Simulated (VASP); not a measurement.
# P (Im-3m) in VASP: notebook

One crystal, P, is run at these levels: HSE06, PBE; tasks: single point.

All numbers are computed with VASP 6.6.1; they aren't measurements. Logs are shortened: lines on timing, memory, paths and dates and some standing lists are left out, and cuts for length are marked.

## (1) Starting point

Symmetry: Im-3m, No. 229, cubic system. Conventional cell: a = 3.053 Å, b = 3.053 Å, c = 3.053 Å, α = 90.00°, β = 90.00°, γ = 90.00°. Around P (site symmetry m-3m) lie 8 P at 2.64 Å.

This isn't the form of P at room conditions, which is orthorhombic.

## (2) Single point, HSE06

The input, POSCAR:

```
P
1.0
   -1.5264159377      1.5264159377      1.5264159377
    1.5264159377     -1.5264159377      1.5264159377
    1.5264159377      1.5264159377     -1.5264159377
P
1
Direct
    0.0000000000      0.0000000000      0.0000000000
```

The input, INCAR.step1:

```
PREC = Accurate ; ENCUT = 520
EDIFF = 1E-5 ; ISMEAR = -1
SIGMA = 0.1 ; LREAL = False
LASPH = True ; NELM = 100
ALGO = Normal ; ISIF = 2
LWAVE = True ; LCHARG = False
GGA = PE ; NBANDS = 8
```

The input, INCAR.step2:

```
PREC = Accurate ; ENCUT = 520
EDIFF = 1E-6 ; ISMEAR = -1
SIGMA = 0.1 ; LREAL = False
LASPH = True ; NELM = 100
ALGO = Normal ; ISIF = 2
LWAVE = False ; LCHARG = False
GGA = PE ; LHFCALC = True
HFSCREEN = 0.2079 ; PRECFOCK = Normal
ISTART = 1 ; NBANDS = 8
```

The input, KPOINTS:

```
Automatic mesh
0
Gamma
  7 7 7
```

Potentials or basis: VASP PAW PBE potentials, release 64 (P).

The run is started by

```console
$ cat potpaw_PBE.64/P/POTCAR > POTCAR
$ cp INCAR.step1 INCAR
$ mpirun -np 1 vasp_std > vasp.out
$ cp INCAR.step2 INCAR
$ mpirun -np 1 vasp_std > vasp.out
```

OUTCAR:

```text
PREC = Accurate
   ENCUT = 520
   EDIFF = 1E-6
   ISMEAR = -1
   LREAL = False
   LASPH = True
   NELM = 100
   ISIF = 2
   GGA = PE
   LHFCALC = True
   HFSCREEN = 0.2079
   PRECFOCK = Normal
   ISTART = 1

 ion  position               nearest neighbor table
   1  0.000  0.000  0.000-

  LATTYP: Found a body centered cubic cell.
 ALAT       =     3.0528318754

  Lattice vectors:

 A1 = (  -1.5264159377,   1.5264159377,   1.5264159377)
 A2 = (   1.5264159377,  -1.5264159377,   1.5264159377)
 A3 = (   1.5264159377,   1.5264159377,  -1.5264159377)

Analysis of symmetry for initial positions (statically):
=====================================================================
 Subroutine PRICEL returns:
 Original cell was already a primitive cell.

 Routine SETGRP: Setting up the symmetry group for a
 body centered cubic supercell.

 Subroutine GETGRP returns: Found 48 space group operations
 (whereof 48 operations were pure point group operations)
 out of a pool of 48 trial point group operations.

The static configuration has the point symmetry O_h .

Analysis of symmetry for dynamics (positions and initial velocities):
=====================================================================
 Subroutine PRICEL returns:
 Original cell was already a primitive cell.

 Routine SETGRP: Setting up the symmetry group for a
 body centered cubic supercell.

 Subroutine GETGRP returns: Found 48 space group operations
 (whereof 48 operations were pure point group operations)
 out of a pool of 48 trial point group operations.

The dynamic configuration has the point symmetry O_h .

 Subroutine INISYM returns: Found 48 space group operations
 (whereof 48 operations are pure point group operations),
 and found     1 'primitive' translations

----------------------------------------------------------------------------------------

                                     Primitive cell

  volume of cell :      14.2259

  direct lattice vectors                    reciprocal lattice vectors
    -1.526415938  1.526415938  1.526415938     0.000000000  0.327564714  0.327564714
     1.526415938 -1.526415938  1.526415938     0.327564714  0.000000000  0.327564714
     1.526415938  1.526415938 -1.526415938     0.327564714  0.327564714  0.000000000

  length of vectors
     2.643829958  2.643829958  2.643829958     0.463246461  0.463246461  0.463246461

  position of ions in fractional coordinates (direct lattice)
     0.000000000  0.000000000  0.000000000

  ion indices of the primitive-cell ions
   primitive index   ion index
                 1           1

----------------------------------------------------------------------------------------

 KPOINTS: Automatic mesh

Automatic generation of k-mesh.
 Grid dimensions read from file:
 generate k-points for:    7    7    7

 Generating k-lattice:

  Cartesian coordinates                     Fractional coordinates (reciprocal lattice)
     0.000000000  0.046794959  0.046794959     0.142857143  0.000000000  0.000000000
     0.046794959  0.000000000  0.046794959     0.000000000  0.142857143  0.000000000
     0.046794959  0.046794959  0.000000000     0.000000000  0.000000000  0.142857143

  Length of vectors
     0.066178066  0.066178066  0.066178066

  Shift w.r.t. Gamma in fractional coordinates (k-lattice)
     0.000000000  0.000000000  0.000000000

 Subroutine IBZKPT returns following result:
 ===========================================

 Found     20 irreducible k-points:

 Following reciprocal coordinates:
            Coordinates               Weight
  0.000000  0.000000  0.000000      1.000000
  0.142857  0.000000  0.000000     12.000000
  0.285714  0.000000  0.000000     12.000000
  0.428571  0.000000  0.000000     12.000000
  0.142857  0.142857  0.000000     24.000000
  0.285714  0.142857 -0.000000     48.000000
[... 12 lines left out ...]
 -0.428571 -0.428571  0.285714      8.000000
 -0.428571  0.428571  0.428571      6.000000
   k-points           NKPTS =     20   k-points in BZ     NKDIM =    343   number of bands    NBANDS=      8
   number of dos      NEDOS =    301   number of ions     NIONS =      1
   total plane-waves  NPLWV =   8000
   dimension x,y,z NGX =    20 NGY =   20 NGZ =   20
   dimension x,y,z NGXF=    40 NGYF=   40 NGZF=   40
   ions per type =               1
   NGX,Y,Z   is equivalent  to a cutoff of  12.58, 12.58, 12.58 a.u.
   NGXF,Y,Z  is equivalent  to a cutoff of  25.15, 25.15, 25.15 a.u.
 SYSTEM =  unknown system
   PREC   = accura    normal or accurate (medium, high low for compatibility)
   ISTART =      1    job   : 0-new  1-cont  2-samecut
   ICHARG =      0    charge: 1-file 2-atom 10-const
   ISPIN  =      1    spin polarized calculation?
   LNONCOLLINEAR =      F non collinear calculations
   LSORBIT =      F    spin-orbit coupling
   LASPH  =      T    aspherical Exc in radial PAW
   ENCUT  =  520.0 eV  38.22 Ry    6.18 a.u.   4.92  4.92  4.92*2*pi/ulx,y,z
   NELM   =    100;   NELMIN=  2; NELMDL=  0     # of ELM steps
   EDIFF  = 0.1E-05   stopping-criterion for ELM
   LREAL  =      F    real-space projection
   EDIFFG = 0.1E-04   stopping-criterion for IOM
   NSW    =      0    number of steps for IOM
   IBRION =     -1    ionic relax: 0-MD 1-quasi-New 2-CG
   NFREE  =      0    steps in history (QN), initial steepest desc. (CG)
   ISIF   =      2    stress and relaxation
   ISYM   =      3    0-nonsym 1-usesym 2-fastsym
   POTIM  = 0.5000    time-step for ionic-motion
   TEBEG  =    0.0;   TEEND  =   0.0 temperature during run
   PSTRESS=    0.0 pullay stress
   NELECT =       5.0000    total number of electrons
   NUPDOWN=      -1.0000    fix difference up-down
   EMIN   =  10.00;   EMAX   =-10.00  energy-range for DOS
   EFERMI =   0.00;   METHOD = LEGACY
   ISMEAR =    -1;   SIGMA  =   0.10  broadening in eV -4-tet -1-fermi 0-gaus
   EFERMI_NEDOS =   21; number of points for ismear=-14 and -15
   IALGO  =     38    algorithm
   IMIX   =      1    mixing-type and parameters
     AMIX     =   0.40;   BMIX     =  1.00
     AMIX_MAG =   1.60;   BMIX_MAG =  1.00
  volume/ion in A,a.u.               =      14.23        96.00
  Fermi-wavevector in a.u.,A,eV,Ry     =   1.155328  2.183253 18.160820  1.334783
  Thomas-Fermi vector in A             =   2.291957
   LORBIT       =      0    0 simple, 1 ext, 2 COOP (PROOUT), +10 PAW based schemes
   GGA     = PE    functional components
   LHFCALC =     T    Hartree Fock is set to
   PRECFOCK=normal    Normal, Fast or Accurate (Low or Medium for compatibility)
   ENCUT4O =  -1.0   cutoff for four orbital integrals eV
   NKREDX  =     1    reduce k-point grid by
   NKREDY  =     1    reduce k-point grid by
   NKREDZ  =     1    reduce k-point grid by
   AEXX    =    0.2500 exact exchange contribution
   HFSCREEN=    0.2079 screening length (either q_TF or 0.3 A-1)
   HFSCREENC=   0.2079 screening length for correlation (either q_TF or 0.3 A-1)
   ENCUTFOCK=  -1.0 apply spherical cutoff to Coloumb kernel
   IVDW    =     0    specifies the selected vdW correction
   LEPSILON=     F    determine dielectric tensor
   LRPA    =     F    only Hartree local field effects (RPA)
 non-spin polarized calculation
  energy-cutoff  :      520.00
  volume of cell :       14.23
 maximum number of plane-waves:       391
  NGX = 16; NGY = 16; NGZ = 16

 number of electron       5.0000002 magnetization

 Free energy of the ion-electron system (eV)
  ---------------------------------------------------
  ext. energy  EPLUGINS =         0.00000000
  ---------------------------------------------------
  free energy    TOTEN  =        -5.49954685 eV

  energy without entropy =       -5.48801763  energy(sigma->0) =       -5.49378224

 E-fermi :  10.1178     XC(G=0):  -9.5138

 val. band max:        9.7310153099   @ k =  -0.2857   0.2857   0.2857
 cond. band min:      10.3427902625   @ k =   0.2857   0.1429  -0.0000
 fundamental gap:      0.6117749527
 Fermi energy:        10.1177719341

 k-point     1 :       0.0000    0.0000    0.0000
  band No.  band energies     occupation
      1      -8.5425      2.00000
      2      18.1289      0.00000
      3      18.1289      0.00000
      4      18.1289      0.00000
      5      23.0015      0.00000
      6      23.0015      0.00000
      7      23.0015      0.00000
      8      27.1059      0.00000

 k-point     2 :       0.1429    0.0000    0.0000
  band No.  band energies     occupation
      1      -7.8688      2.00000
      2      14.4539      0.00000
      3      16.2900      0.00000
      4      17.7062      0.00000
      5      21.4760      0.00000
      6      22.5888      0.00000
      7      25.9006      0.00000
      8      25.9178      0.00000

 k-point     3 :       0.2857    0.0000    0.0000
  band No.  band energies     occupation
      1      -5.8637      2.00000
      2       8.2584      2.00000
      3      14.1173      0.00000
      4      16.7794      0.00000
      5      19.3523      0.00000
      6      20.3654      0.00000
      7      27.5214      0.00000
      8      27.7870      0.00000

 k-point     4 :       0.4286    0.0000    0.0000
  band No.  band energies     occupation
      1      -2.6622      2.00000
      2       2.5933      2.00000
      3      12.9283      0.00000
      4      16.0851      0.00000
      5      18.1419      0.00000
      6      19.1072      0.00000
      7      29.8352      0.00000
      8      30.2297      0.00000

 k-point     5 :       0.1429    0.1429    0.0000
  band No.  band energies     occupation
      1      -6.5286      2.00000
      2      11.0451      0.00019
      3      12.8672      0.00000
      4      15.9619      0.00000
      5      21.1514      0.00000
      6      22.7626      0.00000
      7      25.6884      0.00000
      8      27.3106      0.00000
[... 133 lines left out ...]
 k-point    18 :      -0.4286    0.4286    0.2857
  band No.  band energies     occupation
      1      -0.0594      2.00000
      2       5.0377      2.00000
      3       8.4642      2.00000
      4      10.7737      0.00283
      5      16.0114      0.00000
      6      20.0397      0.00000
      7      27.0530      0.00000
      8      29.3211      0.00000

 k-point    19 :      -0.4286   -0.4286    0.2857
  band No.  band energies     occupation
      1       2.3485      2.00000
      2       5.1781      2.00000
      3       5.1781      2.00000
      4      11.5096      0.00000
      5      16.2798      0.00000
      6      16.2798      0.00000
      7      27.5068      0.00000
      8      33.9138      0.00000

 k-point    20 :      -0.4286    0.4286    0.4286
  band No.  band energies     occupation
      1       2.9731      2.00000
      2       7.1840      2.00000
      3       7.1840      2.00000
      4       7.7219      2.00000
      5      13.0856      0.00000
      6      15.0739      0.00000
      7      33.4368      0.00000
      8      33.4602      0.00000

------------------------ aborting loop because EDIFF is reached ----------------------------------------

  FORCE on cell =-STRESS in cart. coord.  units (eV):
  Direction    XX          YY          ZZ          XY          YZ          ZX
  --------------------------------------------------------------------------------------
  -------------------------------------------------------------------------------------
  Total       -0.5778804     -0.5778804     -0.5778804      0.0000000      0.0000000      0.0000000
  in kB      -65.0833527    -65.0833527    -65.0833527      0.0000000      0.0000000      0.0000000
  external PRESSURE =     -65.0833527 kB  Pullay stress =       0.0000000 kB

 VOLUME and BASIS-vectors are now :
 -----------------------------------------------------------------------------
  energy-cutoff  :      520.00
  volume of cell :       14.23
      direct lattice vectors                 reciprocal lattice vectors
    -1.526415938  1.526415938  1.526415938     0.000000000  0.327564714  0.327564714
     1.526415938 -1.526415938  1.526415938     0.327564714  0.000000000  0.327564714
     1.526415938  1.526415938 -1.526415938     0.327564714  0.327564714  0.000000000

 POSITION                                       TOTAL-FORCE (eV/Angst)
 -----------------------------------------------------------------------------------
      0.00000      0.00000      0.00000         0.000000      0.000000      0.000000
 -----------------------------------------------------------------------------------
    total drift:                                0.000006      0.000003      0.000000

  FREE ENERGIE OF THE ION-ELECTRON SYSTEM (eV)
  ---------------------------------------------------
  free  energy   TOTEN  =        -5.4995468476 eV

  energy  without entropy=       -5.4880176259  energy(sigma->0) =       -5.49378224
```

It took 93 s on 1 thread of Intel Xeon Platinum 8488C (Sapphire Rapids), shared host; peak memory 0.21 GiB.

Results:

- Free energy: -5.4995 eV
- Pressure: -6.5 GPa
- Band gap on the k mesh: none (metal or under the smearing width)

Caveat: the k mesh is coarse (spacing up to 0.42 Å⁻¹), so the values aren't converged, least of all with exact exchange; the PAW data sets were made with another functional, which shifts forces and pressure a little.

## (3) Single point, PBE

The input, INCAR:

```
SYSTEM = P
PREC = Accurate
ENCUT = 520
EDIFF = 1E-6
ISMEAR = -1
SIGMA = 0.1
LREAL = .False.
LASPH = .True.
NELM = 60
ALGO = Normal
ISIF = 2
LWAVE = .False.
LCHARG = .True.
GGA = PE
LELF = .True.
LVHAR = .True.
NBANDS = 8
```

The input, KPOINTS:

```
Automatic mesh
0
Gamma
  7 7 7
  0 0 0
```

POSCAR is that of step 2.

Potentials or basis: VASP PAW PBE potentials, release 64 (P).

The run is started by

```console
$ cat potpaw_PBE.64/P/POTCAR > POTCAR
$ mpirun -np 1 vasp_std > vasp.out
```

OUTCAR:

```text
SYSTEM = P
   PREC = Accurate
   ENCUT = 520
   EDIFF = 1E-6
   ISMEAR = -1
   LREAL = .False.
   LASPH = .True.
   NELM = 60
   ISIF = 2
   GGA = PE

 ion  position               nearest neighbor table
   1  0.000  0.000  0.000-

  LATTYP: Found a body centered cubic cell.
 ALAT       =     3.0528318754

  Lattice vectors:

 A1 = (  -1.5264159377,   1.5264159377,   1.5264159377)
 A2 = (   1.5264159377,  -1.5264159377,   1.5264159377)
 A3 = (   1.5264159377,   1.5264159377,  -1.5264159377)

Analysis of symmetry for initial positions (statically):
=====================================================================
 Subroutine PRICEL returns:
 Original cell was already a primitive cell.

 Routine SETGRP: Setting up the symmetry group for a
 body centered cubic supercell.

 Subroutine GETGRP returns: Found 48 space group operations
 (whereof 48 operations were pure point group operations)
 out of a pool of 48 trial point group operations.

The static configuration has the point symmetry O_h .

Analysis of symmetry for dynamics (positions and initial velocities):
=====================================================================
 Subroutine PRICEL returns:
 Original cell was already a primitive cell.

 Routine SETGRP: Setting up the symmetry group for a
 body centered cubic supercell.

 Subroutine GETGRP returns: Found 48 space group operations
 (whereof 48 operations were pure point group operations)
 out of a pool of 48 trial point group operations.

The dynamic configuration has the point symmetry O_h .

 Subroutine INISYM returns: Found 48 space group operations
 (whereof 48 operations are pure point group operations),
 and found     1 'primitive' translations

----------------------------------------------------------------------------------------

[... 104 lines left out ...]
     AMIX     =   0.40;   BMIX     =  1.00
     AMIX_MAG =   1.60;   BMIX_MAG =  1.00
  volume/ion in A,a.u.               =      14.23        96.00
  Fermi-wavevector in a.u.,A,eV,Ry     =   1.155328  2.183253 18.160820  1.334783
  Thomas-Fermi vector in A             =   2.291957
   LORBIT       =      0    0 simple, 1 ext, 2 COOP (PROOUT), +10 PAW based schemes
   GGA     = PE    functional components
   LHFCALC =     F    Hartree Fock is set to
   AEXX    =    0.0000 exact exchange contribution
   IVDW    =     0    specifies the selected vdW correction
   LEPSILON=     F    determine dielectric tensor
   LRPA    =     F    only Hartree local field effects (RPA)
 non-spin polarized calculation
  energy-cutoff  :      520.00
  volume of cell :       14.23
 maximum number of plane-waves:       391
   NGX =  9   NGY =  9   NGZ =  9

 number of electron       5.0000002 magnetization

 Free energy of the ion-electron system (eV)
  ---------------------------------------------------
  ext. energy  EPLUGINS =         0.00000000
  ---------------------------------------------------
  free energy    TOTEN  =        -4.62260591 eV

  energy without entropy =       -4.60708557  energy(sigma->0) =       -4.61484574

 E-fermi :  10.0955     XC(G=0): -11.5767

 val. band max:        9.8446252144   @ k =  -0.2857   0.2857   0.2857
 cond. band min:      10.2573238179   @ k =  -0.2857   0.2857   0.2857
 fundamental gap:      0.4126986035
 Fermi energy:        10.0955286516

 k-point     1 :       0.0000    0.0000    0.0000
  band No.  band energies     occupation
      1      -6.4511      2.00000
      2      17.1663      0.00000
      3      17.1663      0.00000
      4      17.1663      0.00000
      5      21.9909      0.00000
      6      21.9909      0.00000
      7      21.9909      0.00000
      8      25.9571      0.00000
[... 199 lines left out ...]
 k-point    20 :      -0.4286    0.4286    0.4286
  band No.  band energies     occupation
      1       3.8539      2.00000
      2       7.6619      2.00000
      3       7.6619      2.00000
      4       7.9473      2.00000
      5      12.7293      0.00000
      6      14.5814      0.00000
      7      31.9588      0.00000
      8      31.9996      0.00000

------------------------ aborting loop because EDIFF is reached ----------------------------------------

  FORCE on cell =-STRESS in cart. coord.  units (eV):
  Direction    XX          YY          ZZ          XY          YZ          ZX
  --------------------------------------------------------------------------------------
  -------------------------------------------------------------------------------------
  Total       -0.1754426     -0.1754426     -0.1754426     -0.0000000      0.0000000      0.0000000
  in kB      -19.7590963    -19.7590963    -19.7590963     -0.0000000      0.0000000      0.0000000
  external PRESSURE =     -19.7590963 kB  Pullay stress =       0.0000000 kB

 VOLUME and BASIS-vectors are now :
 -----------------------------------------------------------------------------
  energy-cutoff  :      520.00
  volume of cell :       14.23
      direct lattice vectors                 reciprocal lattice vectors
    -1.526415938  1.526415938  1.526415938     0.000000000  0.327564714  0.327564714
     1.526415938 -1.526415938  1.526415938     0.327564714  0.000000000  0.327564714
     1.526415938  1.526415938 -1.526415938     0.327564714  0.327564714  0.000000000

 POSITION                                       TOTAL-FORCE (eV/Angst)
 -----------------------------------------------------------------------------------
      0.00000      0.00000      0.00000         0.000000      0.000000      0.000000
 -----------------------------------------------------------------------------------
    total drift:                                0.000000      0.000000     -0.000000

  FREE ENERGIE OF THE ION-ELECTRON SYSTEM (eV)
  ---------------------------------------------------
  free  energy   TOTEN  =        -4.6226059065 eV

  energy  without entropy=       -4.6070855661  energy(sigma->0) =       -4.61484574
```

Run time: 4.1 s. Hardware: 1 thread of Intel Xeon Platinum 8488C (Sapphire Rapids), shared host; peak memory 0.11 GiB.

What came out:

```yaml
Free_energy: -4.6226 eV
Pressure: -2.0 GPa
Band_gap_on_the_k_mesh: none (metal or under the smearing width)
```

Levels at points of the mesh, in eV from the Fermi level:
```
           k point  band 1  band 2  band 3  band 4  band 5
(0.00, 0.00, 0.00)  -16.55    7.07    7.07    7.07   11.90
```

Caveat: the k mesh is coarse (spacing up to 0.42 Å⁻¹), so the values aren't converged.
